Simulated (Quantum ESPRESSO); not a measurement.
**HfO2: band structure with BP86**

The system is HfO2.

```
CELL_PARAMETERS angstrom
5.21946 0.00000 0.00000
0.00000 5.00476 0.00000
0.00000 0.00000 5.03269
ATOMIC_POSITIONS crystal
Hf 0.96699 0.73252 0.74144
Hf 0.53301 0.73252 0.24144
Hf 0.46699 0.26748 0.74144
Hf 0.03301 0.26748 0.24144
O 0.63213 0.92865 0.87927
O 0.86787 0.92865 0.37927
O 0.23395 0.53988 0.49229
O 0.26605 0.53988 0.99229
O 0.76605 0.46012 0.99229
O 0.73395 0.46012 0.49229
O 0.13213 0.07135 0.87927
O 0.36787 0.07135 0.37927
```

Measurements of this composition are mostly on another form, of space group No. 14.

```yaml
Program: Quantum ESPRESSO 7.5
Task: band structure
Functional: BP86
Potentials_or_basis: PseudoDojo 0.4.1 SR PBE standard
Cutoff: 1143 eV
Density_cutoff: 4572 eV
k_mesh: 5 × 6 × 5
Occupations: fermi-dirac, width 0.05 eV
Spin: no spin polarisation
Mixing_beta: 0.5
Most_SCF_iterations: 120
SCF_threshold: 2.4e-09 Ry
```

- Pressure: 7.1 GPa
- Largest force: 0.082 eV/Å
- Band gap on the k mesh: 4.48 eV, indirect (least direct gap 4.69 eV)
- Band gap along the path: 4.56 eV, indirect (least direct gap 4.67 eV)

Forces on the atoms (eV/Å):
```
Hf   0.045  0.034  0.061
Hf  -0.045  0.034  0.061
Hf   0.045 -0.034  0.061
Hf  -0.045 -0.034  0.061
O   -0.019  0.002 -0.003
O    0.019  0.002 -0.003
O    0.006  0.042 -0.058
O   -0.006  0.042 -0.058
O   -0.006 -0.042 -0.058
O    0.006 -0.042 -0.058
O   -0.019 -0.002 -0.003
O    0.019 -0.002 -0.003
```

Stress tensor (GPa, compression positive):
```
7.10 0.00 0.00
0.00 7.08 0.00
0.00 0.00 6.98
```

Levels at the corners of the path, in eV from the valence-band top:
```
point  band 45  band 46  band 47  band 48  band 49  band 50  band 51  band 52
    Γ    -0.71    -0.20    -0.09     0.00     4.99     5.25     5.36     5.79
    X    -0.81    -0.41    -0.18    -0.12     4.57     4.94     5.02     5.65
    S    -1.02    -1.02    -0.36    -0.36     4.60     4.60     4.99     4.99
    Y    -0.36    -0.36    -0.27    -0.27     4.71     4.71     5.36     5.36
    Γ    -0.71    -0.20    -0.09     0.00     4.99     5.25     5.36     5.79
    Z    -0.70    -0.70    -0.40    -0.40     5.25     5.25     5.67     5.67
    U    -0.65    -0.65    -0.48    -0.48     4.75     4.75     5.20     5.20
    R    -0.84    -0.84    -0.84    -0.84     4.74     4.74     4.74     4.74
    T    -0.70    -0.70    -0.70    -0.70     5.25     5.25     5.25     5.25
    Z    -0.70    -0.70    -0.40    -0.40     5.25     5.25     5.67     5.67
    Y    -0.36    -0.36    -0.27    -0.27     4.71     4.71     5.36     5.36
    T    -0.70    -0.70    -0.70    -0.70     5.25     5.25     5.25     5.25
    U    -0.65    -0.65    -0.48    -0.48     4.75     4.75     5.20     5.20
    X    -0.81    -0.41    -0.18    -0.12     4.57     4.94     5.02     5.65
    S    -1.02    -1.02    -0.36    -0.36     4.60     4.60     4.99     4.99
    R    -0.84    -0.84    -0.84    -0.84     4.74     4.74     4.74     4.74
```

It took 24 min on 1 thread of Arm Neoverse V2 (shared host), peak memory 0.78 GiB.

Caveat: the potentials were made for another functional, which shifts forces and pressure; some levels on the path didn't converge; spin-orbit coupling is left out, which moves the levels of the heavy elements.
